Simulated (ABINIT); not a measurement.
Runs of ABINIT 10.8.3 (patched build) on CoO. It takes space group Fm-3m (No. 225, cubic). The conventional cell has a = 4.263 Å, b = 4.263 Å, c = 4.263 Å, α = 90.00°, β = 90.00°, γ = 90.00°. Co (site symmetry m-3m) is surrounded by 6 O at 2.13 Å. O (site symmetry m-3m) is surrounded by 6 Co at 2.13 Å. 

```tsv
task	level	potentials or basis	cell	k mesh	cutoff (eV)	cutoff smearing ecutsm (Ha)	stop of the response cycle (tolvrs)	q points	q points (reduced)	acoustic sum rule (asr)	gap on the mesh (eV)	pressure (GPa)	moment (μB)	relaxed volume (Å³/atom)
phonons at a zone-boundary q	PBE	PseudoDojo NC SR PBE v0.4.1 standard	cell relaxed at zero pressure by an earlier run	6 × 6 × 6, with 4 shifts	1306	0.5	1e-08	["X"]	[[0.5, 0.0, 0.5]]	-	-	0.2	2.99	-
phonons	PBEsol	Ansatz PAW PBE default generated set, frozen core	cell relaxed at zero pressure by an earlier run	6 × 6 × 6, with 4 shifts	435	0.5	1e-08	-	-	1	-	(c)	2.71	-
single point	PBEsol	Ansatz PAW PBE default generated set, frozen core	cell relaxed	8 × 8 × 8	435	-	-	-	-	-	none	-0.5	2.81	-
single point	PBE	PseudoDojo NC SR PBE v0.4.1 standard	cell relaxed	8 × 8 × 8	1306	-	-	-	-	-	none	-0.1	2.97	-
relaxation of cell and atoms	PBE	PseudoDojo NC SR PBE v0.4.1 standard	relaxed	8 × 8 × 8	1306	0.5	-	-	-	-	none	0.0	2.97	(b)
relaxation of cell and atoms	PBEsol	Ansatz PAW PBE default generated set, frozen core	relaxed	8 × 8 × 8	435	0.5	-	-	-	-	none	0.0	2.81	9.08
single point	PBEsol	PseudoDojo NC SR PBEsol v0.4.1 standard	as given	8 × 8 × 8	1143	-	-	-	-	-	none	-13.5	2.97	-
relaxation of cell and atoms	PBEsol	JTH PAW PBE v2.0	relaxed	8 × 8 × 8	707	0.5	-	-	-	-	none	0.0	2.81	(a)
single point	PBEsol	JTH PAW PBE v2.0	cell relaxed	8 × 8 × 8	707	-	-	-	-	-	none	-0.5	2.81	-
optical spectrum	PBEsol	PseudoDojo NC SR PBEsol v0.4.1 standard	as given	8 × 8 × 8, with 4 shifts	1143	-	-	-	-	-	-	-13.3	2.99	-
```

Alike in all rows: spin collinear, ferromagnetic start; smearing fermi-dirac 0.05 eV.

Question: Fill in the values left out.

Answer: (a) 9.09; (b) 9.58; (c) -1.0.

Caveats: a cell with one magnetic atom can't hold antiferromagnetic order, which such compounds often take; semilocal functionals often make such compounds metallic where correlation or magnetic order opens a gap, which also shifts bond lengths (some runs); the PAW data sets were made with another functional, which shifts forces and pressure a little (some runs); the atomic spheres overlap (some runs); the mesh is coarse for a metal's response (some runs); some modes are imaginary (some runs); this build's spin-polarised response under this functional may be imprecise (some runs).

A gap of «none» marks a metal or a gap under the smearing width.
